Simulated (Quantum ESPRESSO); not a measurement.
# Rh: phonons at L under several settings

```xyz
1
Lattice="0.0000 1.8979 1.8979 1.8979 0.0000 1.8979 1.8979 1.8979 0.0000" Properties=species:S:1:pos:R:3 pbc="T T T"
Rh    0.0000    0.0000    0.0000
```

All runs used Quantum ESPRESSO 7.5; potentials GBRV 1.5 LDA; k mesh 12 × 12 × 12; no spin polarisation; cutoff 612 eV; occupations cold, width 0.2 eV.

| level | geometry | volume (Å³/atom) | pressure (GPa) | frequencies (cm⁻¹) |
| --- | --- | --- | --- | --- |
| LDA | relaxed at 0 GPa | 13.26 | 0.0 | 151 151 263 |
| LDA | relaxed at 2 GPa | 13.17 | 2.0 | 153 153 267 |
| LDA | relaxed at 5 GPa | ? | 5.0 | ? |
| LDA | relaxed at 10 GPa | 12.88 | 10.0 | 159 159 283 |
| LDA | relaxed at 15 GPa | 12.71 | 15.0 | 163 163 293 |

Q: What stands in the row left open?

A: Volume 13.06 Å³/atom; frequencies 156 156 273 cm⁻¹.

Caveats: the cell is more than 3 GPa from zero pressure, which shifts response properties (some runs).

For the row left open. Caveat: the cell is more than 3 GPa from zero pressure, which shifts response properties.
